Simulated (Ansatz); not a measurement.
# Si: the cost of one run

Method: DFT PBEsol, scalar-relativistic, plane waves, PAW, in Ansatz 0.2.0.

1 further run of the same task is left out (it didn't finish).

### 1 The starting structure

It takes space group P6_3/mmc (No. 194, hexagonal). Conventional cell: a = 3.825 Å, b = 3.825 Å, c = 6.325 Å, α = 90.00°, β = 90.00°, γ = 120.00°. Around Si (site symmetry 3m) lie 4 Si at 2.35 to 2.37 Å.

Coordinates:

```cif
data_structure
_symmetry_space_group_name_H-M 'P 1'
_symmetry_Int_Tables_number 1
_cell_length_a 3.8248
_cell_length_b 3.8248
_cell_length_c 6.3247
_cell_angle_alpha 90.000
_cell_angle_beta 90.000
_cell_angle_gamma 120.000
_cell_volume 80.13
loop_
_atom_site_label
_atom_site_type_symbol
_atom_site_fract_x
_atom_site_fract_y
_atom_site_fract_z
_atom_site_occupancy
Si1 Si 0.00000 0.00000 0.00051 1
Si2 Si 0.00000 0.00000 0.37449 1
Si3 Si 0.33333 0.66667 0.50051 1
Si4 Si 0.33333 0.66667 0.87449 1
```

This is a trial structure built by rule; it need not be a known or stable form of this composition.

This cell was relaxed beforehand with the same method: volume 20.03 Å³/atom, gap on the mesh 0.30 eV.

### 2 Next: the stacking ABCBACACB (hkhkkhhkk)

Close-packed layers are stacked in the order given (tetrahedral net, a letter for each double layer) and fully relaxed; h and k in a name mark layers with hexagonal and cubic surroundings. Energies count from the base stacking, -621.4830 eV an atom.

The cell holds 18 Si: a = 3.825 Å, b = 3.825 Å, c = 28.461 Å, α = 90.00°, β = 90.00°, γ = 120.00°.

### 3 Relaxing it

input.yaml

```yaml
crystal:
  lattice:
    - [3.8247709102, 0.0, 0.0]
    - [-1.9123854551, 3.3123487719, 0.0]
    - [0.0, 0.0, 28.46104987]
  atoms:
    - { symbol: Si, position: [0.0, 0.0, 0.0] }
    - { symbol: Si, position: [0.0, 0.0, 0.0833333333] }
    - { symbol: Si, position: [0.3333333333, 0.6666666667, 0.1111111111] }
    - { symbol: Si, position: [0.3333333333, 0.6666666667, 0.1944444444] }
    - { symbol: Si, position: [0.6666666667, 0.3333333333, 0.2222222222] }
    - { symbol: Si, position: [0.6666666667, 0.3333333333, 0.3055555556] }
    - { symbol: Si, position: [0.3333333333, 0.6666666667, 0.3333333333] }
    - { symbol: Si, position: [0.3333333333, 0.6666666667, 0.4166666667] }
    - { symbol: Si, position: [0.0, 0.0, 0.4444444444] }
    - { symbol: Si, position: [0.0, 0.0, 0.5277777778] }
    - { symbol: Si, position: [0.6666666667, 0.3333333333, 0.5555555556] }
    - { symbol: Si, position: [0.6666666667, 0.3333333333, 0.6388888889] }
    - { symbol: Si, position: [0.0, 0.0, 0.6666666667] }
    - { symbol: Si, position: [0.0, 0.0, 0.75] }
    - { symbol: Si, position: [0.6666666667, 0.3333333333, 0.7777777778] }
    - { symbol: Si, position: [0.6666666667, 0.3333333333, 0.8611111111] }
    - { symbol: Si, position: [0.3333333333, 0.6666666667, 0.8888888889] }
    - { symbol: Si, position: [0.3333333333, 0.6666666667, 0.9722222222] }
basis:
  ecutwfc: 420
kpoints:
  mp_grid: { grid: [12, 12, 2] }
hamiltonian:
  xc: pbesol
scf:
  occupations: { method: gaussian, width: 0.01 }
output:
  forces: true
  stress: true
  eigenvalues: true
  populations: true
  write_density: true
  write_potential: true
  elf: true
  volumetric_format: npy
relax:
  adjacent_minimum: "off"
  f_tol: 0.01
  max_steps: 45
  cell: { stress_tol: 0.05 }
```

Run with:

```
> ansatz run input.yaml --threads 1 --pin off --max-ram 2560MiB --backend cpu --events-out ev --progress --plain --runs-dir out
```

What time and memory should one allow on 1 thread of Intel Xeon at 2.50GHz (Skylake/Cascade Lake), shared host?

About 16 min, with a peak of 0.9 GiB.
